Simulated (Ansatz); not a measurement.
Molecular dynamics on a 2×2×3 supercell (24 atoms) of BN (CsCl type), relaxed with r2SCAN. Forces come from r2SCAN in Ansatz 0.2.0: constant energy and volume (NVE), velocities drawn at 1700 K, steps of 1.5 fs. Classical nuclei, no spin polarisation; a few dozen steps show the first response, not equilibrium. The structure comes from a prototype and may be hypothetical.

```yaml
crystal:
  lattice:
    - [4.6296083791, 0.0, 0.0]
    - [0.0, 4.6296083791, 0.0]
    - [0.0, 0.0, 6.9444125686]
  atoms:
    - { symbol: B, position: [0.0, 0.0, 0.0] }
    - { symbol: "N", position: [0.25, 0.25, 0.1666666667] }
    - { symbol: B, position: [0.0, 0.0, 0.3333333333] }
    - { symbol: "N", position: [0.25, 0.25, 0.5] }
    - { symbol: B, position: [0.0, 0.0, 0.6666666667] }
    - { symbol: "N", position: [0.25, 0.25, 0.8333333333] }
    - { symbol: B, position: [0.0, 0.5, 0.0] }
    - { symbol: "N", position: [0.25, 0.75, 0.1666666667] }
    - { symbol: B, position: [0.0, 0.5, 0.3333333333] }
    - { symbol: "N", position: [0.25, 0.75, 0.5] }
    - { symbol: B, position: [0.0, 0.5, 0.6666666667] }
    - { symbol: "N", position: [0.25, 0.75, 0.8333333333] }
    - { symbol: B, position: [0.5, 0.0, 0.0] }
    - { symbol: "N", position: [0.75, 0.25, 0.1666666667] }
    - { symbol: B, position: [0.5, 0.0, 0.3333333333] }
    - { symbol: "N", position: [0.75, 0.25, 0.5] }
    - { symbol: B, position: [0.5, 0.0, 0.6666666667] }
    - { symbol: "N", position: [0.75, 0.25, 0.8333333333] }
    - { symbol: B, position: [0.5, 0.5, 0.0] }
    - { symbol: "N", position: [0.75, 0.75, 0.1666666667] }
    - { symbol: B, position: [0.5, 0.5, 0.3333333333] }
    - { symbol: "N", position: [0.75, 0.75, 0.5] }
    - { symbol: B, position: [0.5, 0.5, 0.6666666667] }
    - { symbol: "N", position: [0.75, 0.75, 0.8333333333] }
kpoints:
  mp_grid: { grid: [4, 4, 2] }
hamiltonian:
  xc: r2scan
scf:
  occupations: { method: fermi_dirac, width: 0.146 }
md:
  ensemble: nve
  temperature: 1700
  timestep: 1.5
  n_steps: 30
  initial_velocities: maxwell_boltzmann
  seed: 2641
```

Run as `ansatz run input.yaml --threads 4 --pin off --max-ram 3686MiB --backend cpu --events-out ev --progress --plain --runs-dir out`. Wall time 7.4 min on 4 threads of Arm Neoverse V1, on a shared host, load about 1.0 per core; peak host memory 1 GiB.

```
step  t (fs)  T (K)  free energy F from step 0 (meV/atom)  kinetic energy (meV/atom)  largest force (eV/Å)
   0       0   1700                                   0.0                      210.6                  0.00
   1     1.5   1730                                  -3.7                      214.3                  1.09
   2       3   1826                                 -15.5                      226.2                  2.21
   3     4.5   2006                                 -37.6                      248.5                  3.35
   4       6   2296                                 -73.3                      284.4                  4.50
   5     7.5   2725                                -126.3                      337.6                  5.61
   6       9   3324                                -200.5                      411.8                  6.69
   7    10.5   4111                                -298.1                      509.2                  7.65
   8      12   5086                                -419.2                      630.0                  8.35
   9    13.5   6248                                -563.3                      774.0                  8.69
  10      15   7613                                -732.5                      943.1                  8.69
  11    16.5   9175                                -927.1                     1136.5                  8.69
  12      18  10837                               -1135.0                     1342.4                  8.20
  13    19.5  12422                               -1333.4                     1538.8                 10.74
  14      21  13727                               -1497.5                     1700.4                 11.95
  15    22.5  14522                               -1598.0                     1798.9                 11.49
  16      24  14662                               -1614.5                     1816.2                 13.76
  17    25.5  14301                               -1565.9                     1771.6                 15.13
  18      27  13887                               -1510.7                     1720.3                 13.77
  19    28.5  13838                               -1505.0                     1714.1                 15.35
  20      30  14089                               -1541.7                     1745.2                 14.25
  21    31.5  14108                               -1548.8                     1747.6                 15.41
  22      33  13514                               -1472.3                     1674.0                 21.51
  23    34.5  12769                               -1371.6                     1581.8                 25.91
  24      36  12601                               -1354.6                     1561.0                 21.71
  25    37.5  12741                               -1375.5                     1578.3                 14.41
  26      39  12756                               -1373.1                     1580.2                 18.40
  27    40.5  12815                               -1379.2                     1587.4                 17.58
  28      42  12981                               -1401.7                     1608.0                 12.59
  29    43.5  13099                               -1415.9                     1622.7                 11.78
  30      45  13149                               -1422.4                     1628.8                  9.55
```

The temperature goes from 1700 K to 13149 K in 45 fs. The free energy ends below that of the starting lattice, which is therefore no minimum: the cell is distorting and heats up. The conserved energy stays within 12.49 meV an atom. By the last step the atoms have moved 1.42 Å in the root mean square, the drift of the whole cell taken out, 2.46 Å at most.

Positions (Å) and forces (eV/Å) at step 30:
```
B    0.915  -0.360   0.963    -1.430   2.724  -0.878
N    2.612  -0.226   0.403    -6.257   2.763   1.100
B    0.797   1.305   3.541    -6.543   4.005  -0.803
N    1.731   0.435   3.658     4.477  -2.387  -2.014
B   -0.836  -0.756   3.629    -2.618  -7.103   5.829
N   -0.065   0.305   6.767     5.305   2.706  -0.148
B    0.025   1.747   0.185    -4.710   3.746   1.597
N   -1.036   2.629   0.940     5.159  -1.672   4.430
B    0.097   3.115   1.724    -0.359  -1.901  -3.778
N    0.880   3.158   2.810     7.693  -2.959   4.266
B    1.144   2.772   4.233    -2.082   2.201   1.943
N    0.883   2.915   5.701     1.111   1.420   2.127
B    1.337   0.972  -0.225     6.013   0.873  -1.522
N    5.021   0.668   2.206    -0.730   0.817  -2.213
B    2.236   0.872   2.102     1.140   0.782   2.035
N    4.171   2.033   3.967    -0.921   1.585   0.419
B    3.159   0.326   5.712     2.483   4.947   6.886
N    2.853   1.686   5.831    -2.472  -1.500   0.029
B    2.101   3.342  -0.286    -2.597  -6.884  -0.580
N    1.587   1.971   0.986    -3.276  -1.182  -4.666
B    2.636   2.510   2.443     0.170  -0.158  -2.125
N    4.094   4.777   2.868    -2.607   3.673  -7.535
B    2.865   2.438   4.644     1.994  -0.112   0.014
N    3.051   4.036   4.845     1.056  -6.385  -4.414
```
